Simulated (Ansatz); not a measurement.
Space group P6_3/mmc (No. 194). a = 5.584 Å, b = 5.584 Å, c = 4.473 Å, α = 90.00°, β = 90.00°, γ = 120.00°
```tsv
atom	site	symmetry	x	y	z
Ti	6h	mm2	0.3432	0.1716	0.7500
Si	2d	-6m2	0.3333	0.6667	0.7500
```

Equation of state of this Ti₃Si structure (not necessarily the ground state), with shape and atoms relaxed at each volume where symmetry leaves them free. It has no gap at any of these volumes. All numbers below come from DFT PBEsol, scalar-relativistic, plane waves, PAW (Ansatz 0.2.0).

Cutoff 420 eV; k points 6×6×8 on the computed 8-atom cell (Γ-centred); Gaussian smearing, width 0.10 eV; no spin polarisation.

```tsv
V (Å³/atom)	E − E(largest V) (meV/atom)	P (GPa)
13.286	59.95	23.05
13.739	4.96	16.04
14.192	-31.59	9.95
14.645	-52.06	4.63
15.098	-58.44	0.00
15.551	-52.58	-4.03
16.004	-36.07	-7.53
16.608	0.00	-11.44
```

Task: Fit a third-order Birch–Murnaghan equation to E(V).

Result: V0 = 15.10 Å³/atom, B0 = 144 GPa, B0' = 3.6.